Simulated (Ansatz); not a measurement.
Crystal: Ag.

```
Ag
1.0
     2.88620    0.00000    0.00000
    -1.44310    2.49952    0.00000
     0.00000    0.00000   10.00000
Ag
4
Cartesian
  0.0000 0.0000 5.0000
  0.0000 0.0000 0.0000
  1.4431 0.8332 7.5000
  0.0000 1.6663 2.5000
```

This isn't the form of Ag at room conditions, which is fcc.

* Program: Ansatz 0.2.0
* Task: single point
* Functional: PBE
* Potentials or basis: Ansatz PAW
* Cutoff: 420 eV (not typed: the program's choice for these potentials)
* k mesh: 11 × 11 × 3
* Occupations: fermi-dirac, width 0.05 eV
* Spin: no spin polarisation

On this cell: pressure -0.6 GPa; largest force under 0.003 eV/Å; band gap on the k mesh none (metal or under the smearing width).

The same run follows on a disturbed copy (atoms moved at random, drawn with an rms of 0.05 Å):

```
CELL_PARAMETERS angstrom
2.88620 0.00000 0.00000
-1.44310 2.49952 0.00000
0.00000 0.00000 10.00000
ATOMIC_POSITIONS crystal
Ag 0.99215 0.96562 0.50082
Ag 0.00119 0.00955 0.00648
Ag 0.66805 0.34516 0.75186
Ag 0.33822 0.66721 0.24793
```

Problem. What changes?

Solution. The energy (extrapolated to zero smearing) moves by +3.3 meV/atom; pressure -0.4 GPa; largest force 0.263 eV/Å; band gap on the k mesh none (metal or under the smearing width).

Forces in eV/Å, atoms in the order of the input:
```
Ag  -0.012  0.055 -0.015
Ag   0.009 -0.008 -0.263
Ag   0.008 -0.037  0.051
Ag  -0.005 -0.010  0.227
```

Stress tensor (GPa, compression positive):
```
 0.78  0.05 -0.04
 0.05  0.86 -0.03
-0.04 -0.03 -2.88
```
